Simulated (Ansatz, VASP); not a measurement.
## CdS: VASP beside Ansatz

```
Cd S
1.0
     4.14000    0.00000    0.00000
    -2.07000    3.58535    0.00000
     0.00000    0.00000    6.72000
Cd S
2 2
Cartesian
  0.0000 2.3902 0.0000
  2.0700 1.1951 3.3600
  0.0000 2.3902 2.5334
  2.0700 1.1951 5.8934
```

Alike in both runs: task relaxation of cell and atoms; functional LDA; k mesh 9 × 9 × 6; no spin polarisation.

|  | VASP | Ansatz |
| --- | --- | --- |
| version | VASP 6.6.1 | Ansatz 0.2.0 |
| potentials or method | VASP PAW LDA potentials, release 64 (Cd, S) | scalar-relativistic, plane waves, PAW |
| plane-wave cutoff (eV) | 600 | 500 |
| occupations | gaussian, width 0.01 eV | fixed |
| valence electrons in the cell | 36 | 52 |

|  | VASP | Ansatz | Ansatz less VASP |
| --- | --- | --- | --- |
| gap on the k mesh at the Fermi level, each at its own relaxed structure (eV) | 1.04 | 1.03 | -0.012 |
| relaxed volume (Å³/atom) | 24.03 | 23.85 | -0.180 |
| relaxed cell length with the largest relative difference (Å) | 6.655 | 6.638 | -0.0169 |
| energy change over the relaxation (meV/atom) | -7 | -10 | -2.9 |

The two sets of potentials don't hold the same shells in valence.
